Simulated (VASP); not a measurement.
# SnTe (Fm-3m) in VASP: further runs, part 2 of 2

VASP 6.6.1. The steps go on from the part before.

## Step 5: Relaxation of cell and atoms, LDA

This run uses another cell than the first one, of 32.99 Å³/atom.

Input file INCAR:

```
SYSTEM = SnTe
  ALGO = Normal
  EDIFF = 1E-7
  EDIFFG = -0.005
  ENCUT = 600
  IBRION = 2
  ISIF = 3
  ISMEAR = -1
  LASPH = .True.
  LCHARG = .False.
  LREAL = .False.
  LWAVE = .False.
  NELM = 80
  NSW = 80
  PREC = Accurate
  SIGMA = 0.02
```

Input file KPOINTS:

```
k-points
0
Gamma
  6 6 6
  0 0 0
```

Input file POSCAR:

```
SnTe
1.0
    0.0000000000      3.2071857558      3.2071857558
    3.2071857558      0.0000000000      3.2071857558
    3.2071857558      3.2071857558      0.0000000000
Sn Te
1 1
Direct
    0.0000000000      0.0000000000      0.0000000000
    0.5000000000      0.5000000000      0.5000000000
```

Potentials or basis: VASP PAW LDA potentials, release 64 (Sn_d, Te).

Run with:

```
> cat potpaw_LDA.64/Sn_d/POTCAR potpaw_LDA.64/Te/POTCAR > POTCAR
> mpirun -np 1 vasp_std > vasp.out
```

OUTCAR:

```text
SYSTEM = SnTe
   EDIFF = 1E-7
   EDIFFG = -0.005
   ENCUT = 600
   IBRION = 2
   ISIF = 3
   ISMEAR = -1
   LASPH = .True.
   LREAL = .False.
   NELM = 80
   NSW = 80
   PREC = Accurate

 ion  position               nearest neighbor table
   1  0.000  0.000  0.000-   2 3.21   2 3.21   2 3.21   2 3.21   2 3.21   2 3.21
   2  0.500  0.500  0.500-   1 3.21   1 3.21   1 3.21   1 3.21   1 3.21   1 3.21

  LATTYP: Found a face centered cubic cell.
 ALAT       =     6.4143715116

  Lattice vectors:

 A1 = (   0.0000000000,   3.2071857558,   3.2071857558)
 A2 = (   3.2071857558,   0.0000000000,   3.2071857558)
 A3 = (   3.2071857558,   3.2071857558,   0.0000000000)

Analysis of symmetry for initial positions (statically):
=====================================================================
 Subroutine PRICEL returns:
 Original cell was already a primitive cell.

 Routine SETGRP: Setting up the symmetry group for a
 face centered cubic supercell.

 Subroutine GETGRP returns: Found 48 space group operations
 (whereof 48 operations were pure point group operations)
 out of a pool of 48 trial point group operations.

The static configuration has the point symmetry O_h .

Analysis of symmetry for dynamics (positions and initial velocities):
=====================================================================
 Subroutine PRICEL returns:
 Original cell was already a primitive cell.

 Routine SETGRP: Setting up the symmetry group for a
 face centered cubic supercell.

 Subroutine GETGRP returns: Found 48 space group operations
 (whereof 48 operations were pure point group operations)
 out of a pool of 48 trial point group operations.

The dynamic configuration has the point symmetry O_h .

 Subroutine INISYM returns: Found 48 space group operations
 (whereof 48 operations are pure point group operations),
 and found     1 'primitive' translations

----------------------------------------------------------------------------------------

[... 97 lines left out ...]
   EFERMI =   0.00;   METHOD = LEGACY
   ISMEAR =    -1;   SIGMA  =   0.02  broadening in eV -4-tet -1-fermi 0-gaus
   EFERMI_NEDOS =   21; number of points for ismear=-14 and -15
   IALGO  =     38    algorithm
   IMIX   =      4    mixing-type and parameters
     AMIX     =   0.40;   BMIX     =  1.00
     AMIX_MAG =   1.60;   BMIX_MAG =  1.00
  volume/ion in A,a.u.               =      32.99       222.62
  Fermi-wavevector in a.u.,A,eV,Ry     =   1.099725  2.078179 16.454815  1.209395
  Thomas-Fermi vector in A             =   2.236124
   LORBIT       =      0    0 simple, 1 ext, 2 COOP (PROOUT), +10 PAW based schemes
   GGA     = CA    functional components
   LHFCALC =     F    Hartree Fock is set to
   AEXX    =    0.0000 exact exchange contribution
   IVDW    =     0    specifies the selected vdW correction
   LEPSILON=     F    determine dielectric tensor
   LRPA    =     F    only Hartree local field effects (RPA)
 conjugate gradient relaxation of ions
 non-spin polarized calculation
  energy-cutoff  :      600.00
  volume of cell :       65.98
 maximum number of plane-waves:      2229
   NGX = 19   NGY = 19   NGZ = 19

--------------------------------------- Ionic step        1  -------------------------------------------

 number of electron      20.0000005 magnetization

 Free energy of the ion-electron system (eV)
  ---------------------------------------------------
  ext. energy  EPLUGINS =         0.00000000
  ---------------------------------------------------
  free energy    TOTEN  =        -8.77150847 eV

  energy without entropy =       -8.77055637  energy(sigma->0) =       -8.77103242

------------------------ aborting loop because EDIFF is reached ----------------------------------------

  FORCE on cell =-STRESS in cart. coord.  units (eV):
  Direction    XX          YY          ZZ          XY          YZ          ZX
  --------------------------------------------------------------------------------------
  -------------------------------------------------------------------------------------
  Total       -1.4339537     -1.4339537     -1.4339537     -0.0000000      0.0000000      0.0000000
  in kB      -34.8211712    -34.8211712    -34.8211712     -0.0000000      0.0000000      0.0000000
  external PRESSURE =     -34.8211712 kB  Pullay stress =       0.0000000 kB
[... 59 lines left out ...]
--------------------------------------- Ionic step        3  -------------------------------------------

 number of electron      19.9999997 magnetization

 Free energy of the ion-electron system (eV)
  ---------------------------------------------------
  ext. energy  EPLUGINS =         0.00000000
  ---------------------------------------------------
  free energy    TOTEN  =        -8.83446841 eV

  energy without entropy =       -8.83441674  energy(sigma->0) =       -8.83444257

 E-fermi :   7.1584     XC(G=0):  -9.8765

 val. band max:        7.0549561313   @ k =   0.5000   0.0000   0.0000
 cond. band min:       7.2618420914   @ k =   0.5000   0.0000   0.0000
 fundamental gap:      0.2068859601
 Fermi energy:         7.1583877574

 k-point     1 :       0.0000    0.0000    0.0000
  band No.  band energies     occupation
      1     -14.6996      2.00000
      2     -14.6996      2.00000
      3     -14.6882      2.00000
      4     -14.6882      2.00000
      5     -14.6882      2.00000
      6      -5.9234      2.00000
      7       2.4516      2.00000
      8       4.9191      2.00000
      9       4.9191      2.00000
     10       4.9191      2.00000
     11      10.4735      0.00000
     12      10.4735      0.00000
     13      10.4735      0.00000
     14      11.8496      0.00000
[... 282 lines left out ...]
  FREE ENERGIE OF THE ION-ELECTRON SYSTEM (eV)
  ---------------------------------------------------
  free  energy   TOTEN  =        -8.8344684062 eV

  energy  without entropy=       -8.8344167426  energy(sigma->0) =       -8.83444257

 reached required accuracy - stopping structural energy minimisation
```

OSZICAR:

```text
N       E                     dE             d eps       ncg     rms          rms(c)
DAV:   1     0.126565114624E+03    0.12657E+03   -0.10349E+04   448   0.177E+03
DAV:   2     0.313056793065E+01   -0.12343E+03   -0.12173E+03   448   0.384E+02
DAV:   3    -0.852117031052E+01   -0.11652E+02   -0.11541E+02   592   0.104E+02
[... 26 lines left out ...]
DAV:   4    -0.883472315941E+01    0.48820E-03   -0.13001E-03   500   0.357E-01    0.149E-01
DAV:   5    -0.883447770897E+01    0.24545E-03   -0.18124E-04   660   0.116E-01    0.318E-02
DAV:   6    -0.883446916349E+01    0.85455E-05   -0.35423E-05   544   0.107E-01    0.672E-03
DAV:   7    -0.883446842921E+01    0.73428E-06   -0.10032E-06   480   0.100E-02    0.169E-03
DAV:   8    -0.883446840623E+01    0.22979E-07   -0.14498E-07   224   0.550E-03
   3 F= -.88344684E+01 E0= -.88344426E+01  d E =-.629599E-01
```

It took 77 s on 1 thread of Intel Xeon 8259CL, shared host; peak memory 0.19 GiB.

Results:

```
Free energy                           : -8.8345 eV
Relaxed volume                        : 30.34 Å³/atom
Relaxed cell                          : a = 4.411 Å, b = 4.411 Å, c = 4.411 Å, α = 60.00°, β = 60.00°, γ = 60.00°
Space group after relaxing (to 0.1 Å) : Fm-3m (No. 225)
Energy gained by relaxing             : 31.5 meV/atom
Ionic steps                           : 3
Pressure after relaxing               : 0.0 GPa
Band gap on the k mesh                : 0.21 eV
```

Step by step:
```tsv
step	energy change (eV)	largest force (eV/Å)	pressure (GPa)	volume (Å³)
1	0.0000	0.0000	-3.48	65.98
2	-0.0581	0.0000	1.21	59.37
3	-0.0630	0.0000	0.02	60.68
```

Final structure:
```
Sn Te
1.0
     0.00000    3.11888    3.11888
     3.11888    0.00000    3.11888
     3.11888    3.11888    0.00000
Sn Te
1 1
Direct
  0.00000 0.00000 0.00000
  0.50000 0.50000 0.50000
```

Caveat: semilocal functionals underestimate gaps, and a narrow one can read as zero; spin-orbit coupling is left out, which moves the levels of the heavy elements. LDA usually gives volumes a few per cent too small.

## Step 6: The runs side by side

```csv
task,level,potentials or basis,cell,k mesh,cutoff (eV),gap on the mesh (eV),pressure (GPa),relaxed volume (Å³/atom)
single point,r2SCAN,"VASP PAW PBE potentials, release 64 (Sn_d, Te)","a = 4.510 Å, angles 60.0°, 2 atoms",8 × 8 × 8,520,0.14,-0.1,-
relaxation of cell and atoms,PBE,"VASP PAW PBE potentials, release 64 (Sn_d, Te)","relaxed from a = 4.456 Å, angles 60.0°, 2 atoms",6 × 6 × 6,600,0.05,0.0,32.94
relaxation of cell and atoms,PBEsol,"VASP PAW PBE potentials, release 64 (Sn_d, Te)","relaxed from a = 4.536 Å, angles 60.0°, 2 atoms",6 × 6 × 6,600,0.16,0.0,31.06
relaxation of cell and atoms,LDA,"VASP PAW LDA potentials, release 64 (Sn_d, Te)","relaxed from a = 4.536 Å, angles 60.0°, 2 atoms",6 × 6 × 6,600,0.21,0.0,30.34
```

Alike in all rows: no spin polarisation; smearing fermi-dirac 0.02 eV.

Caveats: semilocal functionals underestimate gaps, and a narrow one can read as zero; spin-orbit coupling is left out, which moves the levels of the heavy elements; the PAW data sets were made with another functional, which shifts forces and pressure a little (at least some runs).

Total energies depend on the potentials used, so only differences within one code and one set of settings carry meaning.

## Step 7: Against experiment

Step 2. Measured gap of SnTe: 0.18 eV (direct; 300 K; a printed reference work, textbook). This calculation gives 0.14 eV (-0.04 eV). Spin-orbit coupling on Sn, Te is left out. The value is that of r2SCAN on a finite k mesh, which can miss the band edges, without temperature or zero-point motion.
